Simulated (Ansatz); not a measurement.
**CdS: stress in a strained cell**

Aim: deform CdS (equal xy, yz and zx engineering shear strains of +2 %) and compute stress, forces and field gradients with LAPW, PAW and all-electron datasets made for the crystal.

Program: Ansatz 0.2.0. Level of theory: DFT PBE, scalar-relativistic. These are calculated values, not measurements.

## (1) The system as given

Symmetry: F-43m, No. 216, cubic system. Conventional cell: a = 5.886 Å, b = 5.886 Å, c = 5.886 Å, α = 90.00°, β = 90.00°, γ = 90.00°. Cd (site symmetry -43m) has 4 S at 2.55 Å as nearest neighbours. S (site symmetry -43m) has 4 Cd at 2.55 Å as nearest neighbours.

As a file:

```cif
data_structure
_symmetry_space_group_name_H-M 'F-43m'
_symmetry_Int_Tables_number 216
_cell_length_a 5.8859
_cell_length_b 5.8859
_cell_length_c 5.8859
_cell_angle_alpha 90.000
_cell_angle_beta 90.000
_cell_angle_gamma 90.000
_cell_volume 203.91
loop_
_atom_site_label
_atom_site_type_symbol
_atom_site_symmetry_multiplicity
_atom_site_Wyckoff_symbol
_atom_site_fract_x
_atom_site_fract_y
_atom_site_fract_z
_atom_site_occupancy
Cd1 Cd 4 a 0.00000 0.00000 0.00000 1
S1 S 4 c 0.25000 0.25000 0.25000 1
```

The file gives the conventional cell by its symmetry; the runs use the cell typed in the input.

Atoms are numbered in the order of the input: Cd1, S2.

## (2) The deformed structure

Space group F-43m before, R3m after.

## (3) LAPW, all electrons

The input, input.yaml:

```yaml
crystal:
  lattice:
    - [0.0588590693, 2.9723829996, 2.9723829996]
    - [2.9723829996, 0.0588590693, 2.9723829996]
    - [2.9723829996, 2.9723829996, 0.0588590693]
  atoms:
    - { symbol: Cd, position: [0.0, 0.0, 0.0] }
    - { symbol: S, position: [0.75, 0.75, 0.75] }
kpoints:
  mp_grid: { grid: [7, 7, 7] }
  band_path:
    path:
      - [0.0, 0.0, 0.0]
      - [-0.5, -0.5, -0.5]
      - [-0.5, -0.2451701269, -0.7548298731]
      - [-0.2451701269, 0.2451701269, -0.5]
      - [0.0, 0.0, -0.5]
      - [0.0, 0.0, 0.0]
      - [0.0, 0.3725850634, -0.3725850634]
      - [-0.3725850634, 0.0, -0.6274149366]
      - [-0.5, 0.0, -0.5]
    npoints: 5
scf:
  occupations: { method: fermi_dirac, width: 0.02 }
hamiltonian:
  xc: pbe
  pseudopotentials: { kind: all_electron, lapw: { basis_error: 0.0005 } }
output:
  forces: true
  stress: true
  eigenvalues: true
```

Run with:

```console
> ansatz run input.yaml --threads 1 --pin off --max-ram 3072MiB --backend cpu --events-out ev --progress --plain --runs-dir out
```

## (4) Frozen-core PAW

The input, input.yaml:

```yaml
crystal:
  lattice:
    - [0.0588590693, 2.9723829996, 2.9723829996]
    - [2.9723829996, 0.0588590693, 2.9723829996]
    - [2.9723829996, 2.9723829996, 0.0588590693]
  atoms:
    - { symbol: Cd, position: [0.0, 0.0, 0.0] }
    - { symbol: S, position: [0.75, 0.75, 0.75] }
kpoints:
  mp_grid: { grid: [7, 7, 7] }
scf:
  occupations: { method: fermi_dirac, width: 0.02 }
hamiltonian:
  xc: pbe
  pseudopotentials: { kind: paw }
output:
  forces: true
  stress: true
  eigenvalues: true
  efg: { contact_densities: true }
```

## (5) All-electron PAW on datasets made for the crystal

input.yaml, as its differences from that of step 4:

```diff
@@ -14,3 +14,3 @@
   xc: pbe
-  pseudopotentials: { kind: paw }
+  pseudopotentials: { kind: all_electron, datasets: crystal }
 output:
```

(Steps that only read results are left out.)

Q: Predict the outcome of this session. Wanted: pressure; largest shear or deviatoric stress.

As calculated:

| quantity | value |
| --- | --- |
| pressure | LAPW 1.29, PAW 1.26, crystal datasets 1.29 GPa |
| largest shear or deviatoric stress (LAPW) | 0.94 GPa |

In words: The largest part of the stress beyond the pressure is 0.94 GPa in size; the atoms are carried along and not relaxed. No run of the undeformed cell stands beside it, so the pressure holds what the given cell had before the change. PAW: stress within 0.03 GPa of LAPW, forces within 1 meV/Å. Crystal datasets: stress within 0.01 GPa of LAPW, forces within 1 meV/Å.
